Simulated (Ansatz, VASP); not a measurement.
**CuO in VASP and in Ansatz**

Contents of INCAR:

```
SYSTEM = CuO
ALGO     = Normal         ! electronic algorithm
EDIFF    = 1E-6           ! SCF threshold, eV
ENCUT    = 520            ! plane-wave cutoff, eV
GGA      = PE             ! functional
ISIF     = 2              ! what is computed and relaxed
ISMEAR   = -1             ! smearing method
LASPH    = .True.         ! aspherical terms in the spheres
LCHARG   = .False.        ! write CHGCAR
LREAL    = .False.        ! projectors in reciprocal space
LWAVE    = .False.        ! write WAVECAR
NBANDS   = 25             ! bands
NELM     = 80             ! most SCF steps
PREC     = Accurate       ! precision mode
SIGMA    = 0.05           ! smearing width, eV
```

Contents of KPOINTS:

```
k-points
0
Gamma
  10 10 6
  0 0 0
```

POSCAR

```
CuO
1.0
    3.2005902243      0.0000000000      0.0000000000
   -1.6002951121      2.7717924446      0.0000000000
    0.0000000000      0.0000000000      4.4608392060
Cu O
2 2
Direct
    0.0000000000      0.0000000000      0.0000000000
    0.0000000000      0.0000000000      0.5000000000
    0.3333333333      0.6666666667      0.2500000000
    0.6666666667      0.3333333333      0.7500000000
```

The input input.yaml:

```yaml
crystal:
  lattice:
    - [3.2005902243, 0.0, 0.0]
    - [-1.6002951121, 2.7717924446, 0.0]
    - [0.0, 0.0, 4.460839206]
  atoms:
    - { symbol: Cu, position: [0.0, 0.0, 0.0] }
    - { symbol: Cu, position: [0.0, 0.0, 0.5] }
    - { symbol: O, position: [0.3333333333, 0.6666666667, 0.25] }
    - { symbol: O, position: [0.6666666667, 0.3333333333, 0.75] }
hamiltonian:
  xc: pbe
  pseudopotentials: { kind: paw }
kpoints:
  mp_grid: { grid: [10, 10, 6] }
scf:
  occupations: { method: fermi_dirac, width: 0.05 }
output:
  forces: true
  stress: true
  eigenvalues: true
  write_density: true
  write_potential: true
  elf: true
  volumetric_format: npy
```

Measurements of this composition are mostly on another form, of space group No. 15.

Alike in both runs: task single point; functional PBE; k mesh 10 × 10 × 6; occupations fermi-dirac, width 0.05 eV; no spin polarisation.

```csv
,VASP,Ansatz
version,VASP 6.6.1,Ansatz 0.2.0
potentials or method,"VASP PAW PBE potentials, release 64 (Cu, O)",Ansatz PAW
plane-wave cutoff (eV),520,420
valence electrons in the cell,34,50
```

|  | VASP | Ansatz | Ansatz less VASP |
| --- | --- | --- | --- |
| gap on the k mesh at the Fermi level (eV) | none | none | - |
| pressure (GPa) | 2.9 | 2.6 | -0.33 |
| largest component of the traceless stress (GPa) | 29.90 | 29.68 | -0.213 |

A gap of «none» marks a metal or a gap that the smearing closes. The functional is the same, so the differences come from potentials, cutoffs and numerics. The two sets of potentials don't hold the same shells in valence.

Caveats: the run has no spin polarisation, though such a crystal can be magnetic; semilocal functionals often make such compounds metallic where correlation or magnetic order opens a gap, which also shifts bond lengths; the pressure holds a Pulay correction of +0.7 GPa for the finite cutoff (Ansatz).
